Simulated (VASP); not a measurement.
# BaSrTi2O6 (P4/mmm) in VASP: notebook

The runs below take BaSrTi2O6 through relaxation of cell and atoms, with PBEsol.

All numbers are computed with VASP 6.6.1; they aren't measurements. Logs are shortened: lines on timing, memory, paths and dates and some standing lists are left out, and cuts for length are marked.

**1. Starting point**

Symmetry: P4/mmm, No. 123, tetragonal system. The conventional cell has a = 5.594 Å, b = 5.594 Å, c = 3.956 Å, α = 90.00°, β = 90.00°, γ = 90.00°. Sr (site symmetry 4/mmm) is surrounded by 12 O at 2.80 Å. Around Ba (site symmetry 4/mmm) lie 12 O at 2.80 Å. Ti (site symmetry mmm) has 6 O at 1.98 Å as nearest neighbours. O (site symmetry m2m) has 2 Ti at 1.98 Å as nearest neighbours. Around O (site symmetry mmm) lie 2 Ti at 1.98 Å.

The cell was built by a generator and needn't be a form met in nature.

**2. Relaxation of cell and atoms, PBEsol**

File INCAR:

```
SYSTEM = BaSrTi2O6
PREC = Accurate
ENCUT = 600
EDIFF = 1E-6
ISMEAR = 0
SIGMA = 0.03
LREAL = .False.
LASPH = .True.
NELM = 80
ALGO = Normal
ISIF = 3
LWAVE = .False.
LCHARG = .False.
GGA = PS
IBRION = 2
NSW = 90
EDIFFG = -0.01
LUSENCCL = .False.
```

File KPOINTS:

```
Automatic mesh
0
Gamma
  6 6 6
  0 0 0
```

File POSCAR:

```
BaSrTi2O6
1.0
   -3.9556400000      3.9556400000      3.9556400000
    3.9556400000     -3.9556400000      3.9556400000
    3.9556400000      3.9556400000     -3.9556400000
Sr Ba Ti O
2 2 4 12
Direct
    0.5000000000      0.5000000000      0.5000000000
    0.0000000000      0.0000000000      0.5000000000
    0.0000000000      0.5000000000      0.0000000000
    0.5000000000      0.0000000000      0.0000000000
    0.0000000000      0.0000000000      0.0000000000
    0.5000000000      0.5000000000      0.0000000000
    0.5000000000      0.0000000000      0.5000000000
    0.0000000000      0.5000000000      0.5000000000
    0.0000000000      0.2500000000      0.2500000000
    0.5000000000      0.7500000000      0.2500000000
    0.5000000000      0.2500000000      0.7500000000
    0.0000000000      0.7500000000      0.7500000000
    0.2500000000      0.0000000000      0.2500000000
    0.7500000000      0.5000000000      0.2500000000
    0.7500000000      0.0000000000      0.7500000000
    0.2500000000      0.5000000000      0.7500000000
    0.2500000000      0.2500000000      0.0000000000
    0.7500000000      0.7500000000      0.0000000000
    0.7500000000      0.2500000000      0.5000000000
    0.2500000000      0.7500000000      0.5000000000
```

Potentials or basis: VASP PAW PBE potentials, release 64 (Sr_sv, Ba_sv, Ti_sv, O).

Launch:

```
$ cat potpaw_PBE.64/Sr_sv/POTCAR potpaw_PBE.64/Ba_sv/POTCAR potpaw_PBE.64/Ti_sv/POTCAR potpaw_PBE.64/O/POTCAR > POTCAR
$ mpirun -np 1 vasp_std > vasp.out
```

OUTCAR:

```text
SYSTEM = BaSrTi2O6
   PREC = Accurate
   ENCUT = 600
   EDIFF = 1E-6
   ISMEAR = 0
   LREAL = .False.
   LASPH = .True.
   NELM = 80
   ISIF = 3
   GGA = PS
   IBRION = 2
   NSW = 90
   EDIFFG = -0.01

 ion  position               nearest neighbor table
   1  0.500  0.500  0.500-  10 2.80  11 2.80  14 2.80  16 2.80  18 2.80  19 2.80  20 2.80  17 2.80
                            15 2.80  12 2.80  13 2.80   9 2.80   5 3.43   6 3.43   6 3.43   7 3.43
   2  0.000  0.000  0.500-   9 2.80  12 2.80  13 2.80  15 2.80  17 2.80  19 2.80  20 2.80  18 2.80
                            11 2.80  16 2.80  14 2.80  10 2.80   5 3.43   5 3.43   6 3.43   8 3.43
   3  0.000  0.500  0.000-   9 2.80  12 2.80  14 2.80  16 2.80  17 2.80  18 2.80  20 2.80  19 2.80
                            10 2.80  13 2.80  15 2.80  11 2.80   5 3.43   8 3.43   6 3.43   5 3.43
   4  0.500  0.000  0.000-  10 2.80  11 2.80  13 2.80  15 2.80  17 2.80  18 2.80  19 2.80  20 2.80
                            14 2.80   9 2.80  16 2.80  12 2.80   5 3.43   7 3.43   6 3.43   6 3.43
   5  0.000  0.000  0.000-   9 1.98  12 1.98  13 1.98  15 1.98  17 1.98  18 1.98   3 3.43   4 3.43
                             1 3.43   2 3.43   2 3.43   3 3.43   4 3.43   1 3.43
   6  0.500  0.500  0.000-  10 1.98  11 1.98  14 1.98  16 1.98  17 1.98  18 1.98   3 3.43   4 3.43
                             1 3.43   2 3.43   1 3.43   4 3.43   3 3.43   2 3.43
   7  0.500  0.000  0.500-  10 1.98  11 1.98  13 1.98  15 1.98  19 1.98  20 1.98   3 3.43   4 3.43
                             1 3.43   2 3.43   4 3.43   1 3.43   2 3.43   3 3.43
   8  0.000  0.500  0.500-   9 1.98  12 1.98  14 1.98  16 1.98  19 1.98  20 1.98   3 3.43   4 3.43
                             1 3.43   2 3.43   3 3.43   2 3.43   1 3.43   4 3.43
   9  0.000  0.250  0.250-   5 1.98   8 1.98   2 2.80   3 2.80   1 2.80   4 2.80
  10  0.500  0.750  0.250-   6 1.98   7 1.98   1 2.80   4 2.80   2 2.80   3 2.80
  11  0.500  0.250  0.750-   6 1.98   7 1.98   1 2.80   4 2.80   3 2.80   2 2.80
  12  0.000  0.750  0.750-   5 1.98   8 1.98   2 2.80   3 2.80   4 2.80   1 2.80
  13  0.250  0.000  0.250-   5 1.98   7 1.98   2 2.80   4 2.80   1 2.80   3 2.80
  14  0.750  0.500  0.250-   6 1.98   8 1.98   1 2.80   3 2.80   2 2.80   4 2.80
  15  0.750  0.000  0.750-   5 1.98   7 1.98   2 2.80   4 2.80   3 2.80   1 2.80
  16  0.250  0.500  0.750-   6 1.98   8 1.98   1 2.80   3 2.80   4 2.80   2 2.80
  17  0.250  0.250  0.000-   5 1.98   6 1.98   4 2.80   1 2.80   3 2.80   2 2.80
  18  0.750  0.750  0.000-   5 1.98   6 1.98   4 2.80   2 2.80   3 2.80   1 2.80
  19  0.750  0.250  0.500-   7 1.98   8 1.98   3 2.80   1 2.80   2 2.80   4 2.80
  20  0.250  0.750  0.500-   7 1.98   8 1.98   4 2.80   1 2.80   2 2.80   3 2.80

  LATTYP: Found a body centered cubic cell.
 ALAT       =     7.9112800000

  Lattice vectors:

 A1 = (  -3.9556400000,   3.9556400000,   3.9556400000)
 A2 = (   3.9556400000,  -3.9556400000,   3.9556400000)
 A3 = (   3.9556400000,   3.9556400000,  -3.9556400000)

Analysis of symmetry for initial positions (statically):
=====================================================================
 Subroutine PRICEL returns following result:

  LATTYP: Found a simple tetragonal cell.
 ALAT       =     5.5941197359
 C/A-ratio  =     0.7071067812

  Lattice vectors:

 A1 = (   3.9556400000,  -3.9556400000,   0.0000000000)
 A2 = (   3.9556400000,   3.9556400000,   0.0000000000)
 A3 = (   0.0000000000,   0.0000000000,   3.9556400000)

   2 primitive cells build up your supercell.

 Routine SETGRP: Setting up the symmetry group for a
 body centered cubic supercell.

 Subroutine GETGRP returns: Found 16 space group operations
 (whereof  8 operations were pure point group operations)
 out of a pool of 48 trial point group operations.

The static configuration has the point symmetry D_2h.
 The point group associated with its full space group is D_4h.

Analysis of symmetry for dynamics (positions and initial velocities):
=====================================================================
 Subroutine PRICEL returns following result:

  LATTYP: Found a simple tetragonal cell.
 ALAT       =     5.5941197359
 C/A-ratio  =     0.7071067812

  Lattice vectors:

 A1 = (   3.9556400000,  -3.9556400000,   0.0000000000)
 A2 = (   3.9556400000,   3.9556400000,   0.0000000000)
 A3 = (   0.0000000000,   0.0000000000,   3.9556400000)

   2 primitive cells build up your supercell.

 Routine SETGRP: Setting up the symmetry group for a
 body centered cubic supercell.

 Subroutine GETGRP returns: Found 16 space group operations
 (whereof  8 operations were pure point group operations)
 out of a pool of 48 trial point group operations.

The dynamic configuration has the point symmetry D_2h.
 The point group associated with its full space group is D_4h.
[... 58 lines left out ...]

  Length of vectors
     0.029793189  0.029793189  0.029793189

  Shift w.r.t. Gamma in fractional coordinates (k-lattice)
     0.000000000  0.000000000  0.000000000

 Subroutine IBZKPT returns following result:
 ===========================================

 Found     30 irreducible k-points:

 Following reciprocal coordinates:
            Coordinates               Weight
  0.000000  0.000000  0.000000      1.000000
  0.166667  0.000000  0.000000      8.000000
  0.000000  0.000000  0.166667      4.000000
  0.333333  0.000000  0.000000      8.000000
  0.000000  0.000000  0.333333      4.000000
  0.500000  0.000000  0.000000      4.000000
[... 16 lines left out ...]
  0.166667  0.500000  0.500000      8.000000
 -0.333333  0.500000  0.166667     16.000000
 [... further k-points ...]
   k-points           NKPTS =     30   k-points in BZ     NKDIM =     30   number of bands    NBANDS=     96
   number of dos      NEDOS =    301   number of ions     NIONS =     20
   total plane-waves  NPLWV = 175616
   dimension x,y,z NGX =    56 NGY =   56 NGZ =   56
   dimension x,y,z NGXF=   112 NGYF=  112 NGZF=  112
   ions per type =               2   2   4  12
   NGX,Y,Z   is equivalent  to a cutoff of  13.59, 13.59, 13.59 a.u.
   NGXF,Y,Z  is equivalent  to a cutoff of  27.18, 27.18, 27.18 a.u.
 SYSTEM =  BaSrTi2O6
   PREC   = accura    normal or accurate (medium, high low for compatibility)
   ISTART =      0    job   : 0-new  1-cont  2-samecut
   ICHARG =      2    charge: 1-file 2-atom 10-const
   ISPIN  =      1    spin polarized calculation?
   LNONCOLLINEAR =      F non collinear calculations
   LSORBIT =      F    spin-orbit coupling
   LASPH  =      T    aspherical Exc in radial PAW
   ENCUT  =  600.0 eV  44.10 Ry    6.64 a.u.  13.68 13.68 13.68*2*pi/ulx,y,z
   NELM   =     80;   NELMIN=  2; NELMDL= -5     # of ELM steps
   EDIFF  = 0.1E-05   stopping-criterion for ELM
   LREAL  =      F    real-space projection
   EDIFFG = -.1E-01   stopping-criterion for IOM
   NSW    =     90    number of steps for IOM
   IBRION =      2    ionic relax: 0-MD 1-quasi-New 2-CG
   NFREE  =      1    steps in history (QN), initial steepest desc. (CG)
   ISIF   =      3    stress and relaxation
   ISYM   =      2    0-nonsym 1-usesym 2-fastsym
   POTIM  = 0.5000    time-step for ionic-motion
   TEBEG  =    0.0;   TEEND  =   0.0 temperature during run
   PSTRESS=    0.0 pullay stress
   NELECT =     160.0000    total number of electrons
   NUPDOWN=      -1.0000    fix difference up-down
   EMIN   =  10.00;   EMAX   =-10.00  energy-range for DOS
   EFERMI =   0.00;   METHOD = LEGACY
   ISMEAR =     0;   SIGMA  =   0.03  broadening in eV -4-tet -1-fermi 0-gaus
   EFERMI_NEDOS =   21; number of points for ismear=-14 and -15
   IALGO  =     38    algorithm
   IMIX   =      4    mixing-type and parameters
     AMIX     =   0.40;   BMIX     =  1.00
     AMIX_MAG =   1.60;   BMIX_MAG =  1.00
  volume/ion in A,a.u.               =      12.38        83.54
  Fermi-wavevector in a.u.,A,eV,Ry     =   1.415396  2.674711 27.257188  2.003347
  Thomas-Fermi vector in A             =   2.536839
   LORBIT       =      0    0 simple, 1 ext, 2 COOP (PROOUT), +10 PAW based schemes
   GGA     = PS    functional components
   LHFCALC =     F    Hartree Fock is set to
   AEXX    =    0.0000 exact exchange contribution
   IVDW    =     0    specifies the selected vdW correction
   LEPSILON=     F    determine dielectric tensor
   LRPA    =     F    only Hartree local field effects (RPA)
 conjugate gradient relaxation of ions
 non-spin polarized calculation
 Gauss-broadening in eV      SIGMA  =   0.03
  energy-cutoff  :      600.00
  volume of cell :      247.58
 maximum number of plane-waves:      8294
   NGX = 27   NGY = 27   NGZ = 27

--------------------------------------- Ionic step        1  -------------------------------------------

 number of electron     160.0000011 magnetization

 Free energy of the ion-electron system (eV)
  ---------------------------------------------------
  ext. energy  EPLUGINS =         0.00000000
  ---------------------------------------------------
  free energy    TOTEN  =      -167.87030071 eV

  energy without entropy =     -167.87030071  energy(sigma->0) =     -167.87030071

------------------------ aborting loop because EDIFF is reached ----------------------------------------

  FORCE on cell =-STRESS in cart. coord.  units (eV):
  Direction    XX          YY          ZZ          XY          YZ          ZX
  --------------------------------------------------------------------------------------
  -------------------------------------------------------------------------------------
  Total       -3.0553107     -3.0553107     -3.1186753      0.0000000      0.0000000      0.0000000
  in kB      -19.7722317    -19.7722317    -20.1822916      0.0000000      0.0000000      0.0000000
  external PRESSURE =     -19.9089184 kB  Pullay stress =       0.0000000 kB
[... 203 lines left out ...]
--------------------------------------- Ionic step        5  -------------------------------------------

 number of electron     159.9999993 magnetization

 Free energy of the ion-electron system (eV)
  ---------------------------------------------------
  ext. energy  EPLUGINS =         0.00000000
  ---------------------------------------------------
  free energy    TOTEN  =      -167.93792339 eV

  energy without entropy =     -167.93792339  energy(sigma->0) =     -167.93792339

 E-fermi :   4.1702     XC(G=0): -11.5865

 val. band max:        3.9418133964   @ k =   0.5000   0.5000   0.5000
 cond. band min:       5.7051661717   @ k =   0.0000   0.0000   0.0000
 fundamental gap:      1.7633527753
 Fermi energy:         4.1702447518

 k-point     1 :       0.0000    0.0000    0.0000
  band No.  band energies     occupation
      1     -52.3019      2.00000
      2     -52.2992      2.00000
      3     -52.2992      2.00000
      4     -52.2992      2.00000
      5     -28.7156      2.00000
      6     -28.7145      2.00000
[... 2269 lines left out ...]
     91       8.0228      0.00000
     92       8.1322      0.00000

 [... further k-points ...]

 [bands above 92 left out]

------------------------ aborting loop because EDIFF is reached ----------------------------------------

  FORCE on cell =-STRESS in cart. coord.  units (eV):
  Direction    XX          YY          ZZ          XY          YZ          ZX
  --------------------------------------------------------------------------------------
  -------------------------------------------------------------------------------------
  Total        0.0992021      0.0992021     -0.1621314     -0.0000000      0.0000000      0.0000000
  in kB        0.6498808      0.6498808     -1.0621357     -0.0000000      0.0000000      0.0000000
  external PRESSURE =       0.0792086 kB  Pullay stress =       0.0000000 kB
[... 35 lines left out ...]
  FREE ENERGIE OF THE ION-ELECTRON SYSTEM (eV)
  ---------------------------------------------------
  free  energy   TOTEN  =      -167.9379233945 eV

  energy  without entropy=     -167.9379233945  energy(sigma->0) =     -167.93792339

 reached required accuracy - stopping structural energy minimisation
```

Run time: 18 min. Hardware: 1 × NVIDIA H100 80GB with 1 thread of AMD EPYC 7R13 (Zen 3), shared host; peak memory 1.9 GiB.

What came out:

```
Free energy                            : -167.9379 eV
Relaxed volume                         : 12.23 Å³/atom
Relaxed cell                           : a = 6.823 Å, b = 6.823 Å, c = 6.823 Å, α = 109.45°, β = 109.45°, γ = 109.52°
Space group after relaxing (to 0.05 Å) : P4/mmm (No. 123)
Energy gained by relaxing              : 3.4 meV/atom
Ionic steps                            : 5
Pressure after relaxing                : 0.0 GPa
Band gap on the k mesh                 : 1.76 eV
```

Stress tensor (GPa, compression positive):
```
 0.06  0.00  0.00
 0.00  0.06  0.00
 0.00  0.00 -0.11
```

Step by step:
```tsv
step	energy change (eV)	largest force (eV/Å)	pressure (GPa)	volume (Å³)
1	0.0000	0.3800	-1.99	247.58
2	-0.0429	0.1804	1.95	242.11
3	-0.0475	0.2290	0.98	243.40
4	-0.0673	0.0303	0.15	244.41
5	-0.0676	0.0014	0.01	244.57
```

Final structure:
```
CELL_PARAMETERS angstrom
-3.94062 3.94062 3.93739
3.94062 -3.94062 3.93739
3.94062 3.94062 -3.93739
ATOMIC_POSITIONS crystal
Sr 0.50000 0.50000 0.50000
Sr 0.00000 0.00000 0.50000
Ba 0.00000 0.50000 0.00000
Ba 0.50000 0.00000 0.00000
Ti 0.00000 0.00000 0.00000
Ti 0.50000 0.50000 0.00000
Ti 0.50000 0.00000 0.50000
Ti 0.00000 0.50000 0.50000
O 0.00405 0.25000 0.25405
O 0.50405 0.75000 0.25405
O 0.49595 0.25000 0.74595
O 0.99595 0.75000 0.74595
O 0.25000 0.00405 0.25405
O 0.75000 0.50405 0.25405
O 0.75000 0.99595 0.74595
O 0.25000 0.49595 0.74595
O 0.25000 0.25000 0.00000
O 0.75000 0.75000 0.00000
O 0.75000 0.25000 0.50000
O 0.25000 0.75000 0.50000
```

Caveat: the PAW data sets were made with another functional, which shifts forces and pressure a little; spin-orbit coupling is left out, which moves the levels of the heavy elements. A k mesh can miss the band edges.

[end of part 1 of 2]
